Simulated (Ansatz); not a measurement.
# Bi_Si in Si3N4 (P6_3/m): charge-transition levels and formation energies, part 2 of 2

Aim: at which Fermi levels does Bi_Si in Si3N4 (P6_3/m) change its charge? The model is a cell of 126 host atoms with 1 Si taken out and 1 Bi put in.

Ansatz; place-levels on PBEsol runs: charge-transition levels and formation energies with image-charge correction and potential alignment at the atomic sites; PAW set soft_1.

So far: The structure; The runs of each charge state.

## 3. Placing the levels, PBEsol

A charged cell interacts with its images and the background, and its potential has another zero than the host's. place-levels removes the first by a point-charge model, screened by the static dielectric constant since the ions have relaxed around the charge, and the second by comparing potentials at atoms far from the defect.

The host is a run of the defect-free crystal in the same cutoffs, grids and k-points, so that basis and sampling errors cancel in part in the differences. Its band edges come from a run of the primitive cell that searches the zone for them. The host is run in a cell of 42 atoms on a matching mesh. Chemical potentials are energies per atom of Si (diamond) and Bi (A7 rhombohedral), run with the same functional and cutoff.

levels.point.yaml reads:

```yaml
host:
  run: host.point.run
  levels_from: { run: edges.point.run }
states: [qm1.point.run, q0_M1.point.run, qp1.point.run, qp1_M2.point.run]
geometry_from:
  qm1.point.run: qm1.relax.run
  q0_M1.point.run: q0_M1.relax.run
  qp1.point.run: qp1.relax.run
  qp1_M2.point.run: qp1_M2.relax.run
  host.point.run: host.relax.run
chemical_potentials:
  Si:
    energy: -621.49341
    dataset: <sha256 of the dataset>
  Bi:
    energy: -12244.467737
    dataset: "<sha256 of the dataset>"
epsilon: [4.29, 4.29, 4.37]
static_epsilon: [8.29, 8.29, 8.25]
vertical:
  - { from: qm1.point.run, to: qm1.point_neutral.run }
  - { from: qp1.point.run, to: qp1.point_neutral.run }
  - { from: qp1_M2.point.run, to: qp1_M2.point_neutral.run }
```

Command:

```console
> ansatz place-levels levels.point.yaml -- --threads 4 --pin off --max-ram 15073MiB
```

Output:

```text
[... repeated set-up lines and file paths are left out, and long positions are rounded to six places ...]
(+1/0) 1.317 eV above the valence edge, 2.869 eV under the conduction edge; not on the lower envelope
(0/-1) 0.661 eV above the valence edge, 3.526 eV under the conduction edge; not on the lower envelope
(+1/-1) 0.989 eV above the valence edge, 3.197 eV under the conduction edge: charges between them are lowest nowhere
formation energy of charge +1: +7.003 eV with the Fermi level at the valence edge
formation energy of charge 0: +8.320 eV with the Fermi level at the valence edge
formation energy of charge -1: +8.981 eV with the Fermi level at the valence edge
vertical -1 to 0: no energy, since no alignment is typed
  the change from vertical[0].from (qm1.point.run) to vertical[0].to (qm1.point_neutral.run): by its potential at epsilon [4.29, 4.29, 4.37] it stands at 0.344 0.299 0.583, with an rms radius of about 3.1 Å (1.6 1.7 2.1 Å across the planes of the cell's [...]
vertical +1 to 0: no energy, since no alignment is typed
  the change from vertical[1].from (qp1.point.run) to vertical[1].to (qp1.point_neutral.run): by its potential at epsilon [4.29, 4.29, 4.37] it stands at 0.372 0.473 0.584, with an rms radius of about 2.2 Å (1.2 1.3 1.2 Å across the planes of the cell's [...]
vertical +1 to 0: no energy, since no alignment is typed
  the change from vertical[2].from (qp1_M2.point.run) to vertical[2].to (qp1_M2.point_neutral.run): by its potential at epsilon [4.29, 4.29, 4.37] it stands at 0.091 0.363 0.562, with an rms radius of about 7.4 Å (4.5 4.2 4.1 Å across the planes of the cell's [...]
  edges by pbesol of host.levels_from (edges.point.run), its mesh sampled to repeats of 26.19 Å (the valence edge +0.130 eV and the conduction edge -0.336 eV from those of the host's own run), gap 4.186 eV; the host is sampled to repeats of 26.41 Å
  the defect's cells are sampled to repeats of 26.41 Å, like sampling
  charge +1: -72588.4820 eV with its correction of +0.427 eV, at epsilon [8.29, 8.29, 8.25], aligned at sites: +0.2092 eV, mean over 89 atomic sites at or beyond 4.37 Å from the defect at [0.3528, 0.4732, 0.5833], with +0.008127 for the charge's moments and [...]
  charge 0: +0.000 eV for its dipole among its images, +0.000 omitted
  charge -1: -72570.2604 eV with its correction of -0.010 eV, at epsilon [8.29, 8.29, 8.25], aligned at sites: +0.2283 eV, mean over 89 atomic sites at or beyond 4.37 Å from the defect at [0.3528, 0.4732, 0.5833], with +0.031436 for the charge's moments and [...]
  charge +1: states[3] (qp1_M2.point.run) stands 1.607 eV higher, with a moment of 2.00 μB against 0.00
  states[3] (qp1_M2.point.run): levels filled in part (TS 0.002 eV): its energy is of no whole electron's
  of states[1] (q0_M1.point.run): stability_check_not_made
  of states[0] (qm1.point.run): it parts from the run at its places by a charge that spreads by about 2.1 Å along one vector (1.5 Å or more is wide), by its potential at epsilon [4.29, 4.29, 4.37], taken for that of held ions (one typed too small widens it), [...]
  of states[3] (qp1_M2.point.run): it parts from the run at its places by a charge that spreads by about 4.1 Å along one vector (1.5 Å or more is wide), by its potential at epsilon [4.29, 4.29, 4.37], taken for that of held ions (one typed too small widens [...]
  of vertical[0].from (qm1.point.run): it parts from the run at its places by a charge that spreads by about 2.1 Å along one vector (1.5 Å or more is wide), by its potential at epsilon [4.29, 4.29, 4.37], taken for that of held ions (one typed too small [...]
  vertical[2].from (qp1_M2.point.run): levels filled in part (TS 0.002 eV): its energy is of no whole electron's
  of vertical[2].from (qp1_M2.point.run): its moments are held at its close (magnetization.spin_locking), by a field of 0.808 eV a Bohr magneton, and its energy and levels are of the state that this holds: a run that lets them go can end lower; [...]
  of vertical[2].to (qp1_M2.point_neutral.run): it set out from the moments of a save, which an earlier run chose (saved_moments_taken)
```

Wall time 1.6 s (4 threads of Intel Xeon Platinum 8259CL at 2.50GHz (Skylake/Cascade Lake), shared host).

Levels between the charges placed, in eV above the valence top:

```csv
,gap (eV),(+1/0),(0/−1)
PBEsol,4.19,1.32,0.66
```

Corrections by state:

```csv
charge,moment (μB),image terms and alignment (eV),band filling (eV),ε used,"over the lowest of its charge, as the program ranks them, band filling apart (eV)"
+1,0.0,0.427,-,"principal values (8.25, 8.29, 8.29)",0.000
0,1.0,0.000,-,-,0.000
−1,0.0,-0.010,-,"principal values (8.25, 8.29, 8.29)",0.000
+1,2.0,0.349,-,"principal values (8.25, 8.29, 8.29)",1.607
```

The charged structures listed were also run neutral, and place-levels reads from each pair, by the potential or the spins, how wide the charge is by which they differ; that can be the carrier of either run.

```csv
charge,rms radius (Å),spread where it is widest against the cell (Å),wide from (Å),reading
+1,2.2,1.20,1.51,narrow
−1,3.1,2.11,1.51,wide
```

The neutral runs of these pairs need not share the spin of the lowest neutral state, and very wide values only mean spread over the cell.

From the program's caveats on the states, each cut to its opening words:

- charge 0 (1 μB): flagged: stability check not made
- charge −1: it parts from the run at its places by a charge that spreads by about 2.1 Å along one vector (1.5 Å or more is wide), by its potential at epsilon [4.29, 4.29, [...]
- charge +1 (2 μB): it parts from the run at its places by a charge that spreads by about 4.1 Å along one vector (1.5 Å or more is wide), by its potential at epsilon [4.29, 4.29, [...]
- charge +1 (2 μB): its moments are held at its close (magnetization.spin_locking), by a field of 0.808 eV a Bohr magneton, and its energy and levels are of the state that this [...]

Chemical potentials of the elements' reference phases, run alike. Formation energies (elemental references), with the Fermi level at the valence top and at the conduction bottom (gap 4.19 eV):

```csv
charge,at valence top (eV),at conduction bottom (eV),correction included (eV)
+1,7.00,11.19,0.43
0,8.32,8.32,0.00
−1,8.98,4.79,-0.01
```

(Fermi level (eV), lowest formation energy (eV)): (0.00, 7.00), (0.38, 7.38), (0.76, 7.76), (1.14, 7.84), (1.52, 7.46), (1.90, 7.08), (2.28, 6.70), (2.67, 6.32), (3.05, 5.94), (3.43, 5.56), (3.81, 5.17), (4.19, 4.79)

## 4. Effect of the sampling

The relaxations' own energies give the levels at their sampling, for comparison.

levels.relax_mesh.yaml reads:

```yaml
host:
  run: host.relax.run
  levels_from: { run: edges.relax.run }
states: [qm1.relax.run, q0_M1.relax.run, qp1.relax.run, qp1_M2.relax.run]
chemical_potentials:
  Si:
    energy: -621.49341
    dataset: <sha256 of the dataset>
  Bi:
    energy: -12244.467737
    dataset: "<sha256 of the dataset>"
```

Command:

```console
> ansatz place-levels levels.relax_mesh.yaml -- --threads 4 --pin off --max-ram 15073MiB
```

Output:

```text
[...]
formation energy of charge +1: +7.006 eV with the Fermi level at the valence edge
formation energy of charge 0: +8.321 eV with the Fermi level at the valence edge
formation energy of charge -1: +8.987 eV with the Fermi level at the valence edge
  edges by pbesol of host.levels_from (edges.relax.run), its mesh sampled to repeats of 26.19 Å (the valence edge +0.231 eV and the conduction edge -0.359 eV from those of the host's own run), gap 4.186 eV; the host is sampled to repeats of 15.83 Å
[... the lines on each state left out ...]
```

The job ended after 0.48 s (4 threads).

Levels between neighbouring charges, in eV above the valence top:

```csv
,gap (eV),(+1/0),(0/−1)
"one point at (¼, ¼, ¼)",4.19,1.31,0.67
a 2×2×2 shifted mesh,4.19,1.32,0.66
```

Going from one point at (¼, ¼, ¼) to a 2×2×2 shifted mesh moves the levels that carry no band-filling term by up to 0.01 eV and formation energies against the elements by up to 0.01 eV.

## 5. Summary of results

```yaml
gap_of_the_host: 4.19 eV (PBEsol)
level_plus_1_over_0: 1.32 eV above the valence top, not a change between lowest states
level_0_minus_1: 0.66 eV above the valence top, not a change between lowest states
level_plus_1_minus_1: 0.99 eV above the valence top
lowest_of_the_charges_placed_just_above_the_valence_top_0p02_ev: +1
lowest_of_the_charges_placed_just_below_the_conduction_bottom_0p02_ev: −1
lowest_formation_energy_at_mid_gap_of_the_charges_run_elemental_references: 6.89 eV
```

**Reading.** Of the charges placed (−1, 0 and +1), the lowest changes at 0.99 eV (+1/−1) above the valence top, in a gap of 4.19 eV. (+1/−1) passes over charge 0, which lies 0.33 eV above the two there; a lower structure or spin state of it, if missed, would change that. Charges above +1 and below −1 were not placed, so these runs say nothing of levels that involve them. States placed: +1 at 0 μB and 2 μB; 0 at 1 μB; −1 at 0 μB. Other spin states or structures, where not listed, weren't placed. At charge −1 the atom put in ends up to 1.8 Å from its starting place, so the name tells the start alone and the levels can join different sites. Bi is taken at its element; compounds, which aren't counted here, bound the chemical potentials and would shift these formation energies. Going from one point at (¼, ¼, ¼) to a 2×2×2 shifted mesh moves the levels that carry no band-filling term by up to 0.01 eV and formation energies against the elements by up to 0.01 eV. Limits: the images are only 8.7 Å apart; PBEsol makes the gap too small and tends to spread out bound carriers; where a gas molecule sets a chemical potential or the host's formation energy, its binding is uncorrected; spin–orbit coupling, which can matter with heavy atoms, is left out; force components of up to 0.13 eV/Å remain in a run at the final settings.

[Logs are printed without paths, hosts, clocks, repeated set-up lines and the standing remarks that a program may print on its own settings, such as how far it seeks lower states.]

[Hosts, paths, dates, database ids (printed as entryN), source tags and the programs' standing remarks are cut or masked in the printed files.]

[Where a table of states has a column of steps, it counts the stored structures, which are thinned; the runs took as many ionic steps or more.]

[A defect's name tells the site on which it was built; relaxed atoms can leave that site.]

[For some hosts the program warned that the k-mesh of the response run may be too coarse for force constants and the static dielectric constant; such warnings are not shown here.]
